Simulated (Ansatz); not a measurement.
**Hg: distorted cells**

The calculation used DFT PBEsol, scalar-relativistic, plane waves, PAW (Ansatz 0.2.0).

Plane waves to 420 eV, a k mesh through Γ of 12×12×12 on the computed 1-atom cell and Gaussian smearing (0.05 eV); no spin polarisation.

Reference cell:

```
Hg
1.0
     0.00000    2.39191    2.39191
     2.39191    0.00000    2.39191
     2.39191    2.39191    0.00000
Hg
1
Direct
  0.00000 0.00000 0.00000
```

Each variant moves atoms of this cell by the vectors given, if any (Å), and then applies a symmetric strain (tensor components, Cartesian axes). The reference cell isn't relaxed at this level. Energies are per atom at zero smearing, counted from the lowest variant. Pressure is positive in compression.

1. strain (xx yy zz yz xz xy, %) -2.25 -3.78 -5.92 -3.00 2.15 2.44
2. strain (xx yy zz yz xz xy, %) 3.09 3.09 3.09 0.00 0.00 0.00
3. strain (xx yy zz yz xz xy, %) -2.00 -2.00 -2.00 0.00 0.00 0.00

| result | ΔE (meV/atom) | P (GPa) |
| --- | --- | --- |
| A | 14.6 | -2.42 |
| B | 0.0 | -1.11 |
| C | 91.6 | -2.45 |

Question: Which variant gave which result?

Answer: A is 3, B is 1, C is 2. The pressure falls as the cell grows: from the smallest volume to the largest the variants are 1, 3, 2.

Spin–orbit coupling is left out, which can shift energies with elements as heavy as these.